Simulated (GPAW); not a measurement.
Runs of GPAW 26.7.0 on Cl. Symmetry: Cmce, No. 64, orthorhombic system. Conventional cell: a = 6.290 Å, b = 4.500 Å, c = 8.210 Å, α = 90.00°, β = 90.00°, γ = 90.00°. Cl (site symmetry m) is surrounded by 1 Cl at 2.02 Å. 

| task | level | potentials or basis | cell | cutoff (eV) | smearing | response ecut | maxiter | response k mesh | response bands | kernels | gap on the mesh (eV) | pressure (GPa) | largest force (eV/Å) |
| --- | --- | --- | --- | --- | --- | --- | --- | --- | --- | --- | --- | --- | --- |
| dielectric tensor | PBE | GPAW PAW data sets (gpaw-data 1.2.1), pw | volume scaled by 1.08 | 450 | fermi-dirac 0.001 eV | 80 eV | 150 | 11 × 11 × 5 | 46 | ["RPA", "LR0.2", "ALDA"] | 2.22 | - | - |
| single point | LDA | the program's PAW data sets (release 1.2.1) made for this functional, pw | as given | 450 | fermi-dirac 0.05 eV | - | 120 | - | - | - | 2.33 | -2.6 | 0.14 |
| single point | PBE | GPAW PAW data sets (gpaw-data 1.2.1), pw | as given | 500 | fermi-dirac 0.05 eV | - | 120 | - | - | - | 2.49 | 0.5 | 0.14 |
| dielectric tensor | LDA | the program's PAW data sets (release 1.2.1) made for this functional, pw | as given | 450 | fermi-dirac 0.001 eV | 80 eV | 150 | 9 × 9 × 4 | 54 | ["RPA", "LR0.3", "LR0.1"] | 2.33 | - | - |
| single point | PBE | GPAW PAW data sets (gpaw-data 1.2.1), pw | as given | 450 | fermi-dirac 0.05 eV | - | 120 | - | - | - | 2.49 | (a) | 0.13 |
| single point | PBE | GPAW PAW data sets (gpaw-data 1.2.1), pw | volume scaled by 1.08 | 450 | fermi-dirac 0.05 eV | - | 120 | - | - | - | 2.22 | -1.4 | (b) |
| dielectric tensor | PBE | GPAW PAW data sets (gpaw-data 1.2.1), pw | as given | 500 | fermi-dirac 0.001 eV | 80 eV | 150 | 11 × 11 × 5 | 46 | ["RPA", "LR0.1", "LR0.2"] | 2.49 | - | - |

Alike in all rows: no spin polarisation; k mesh 6 × 6 × 3.

Problem. Estimate the missing entries.

Solution. (a) 0.4; (b) 0.73.

Caveats: an odd mesh through Γ misses points on the zone boundary, where band edges often lie; the cutoff is short for stress and forces, so pressures can be off by a GPa or more (some runs); the long-wavelength limit can be off by a per cent or two (some runs).
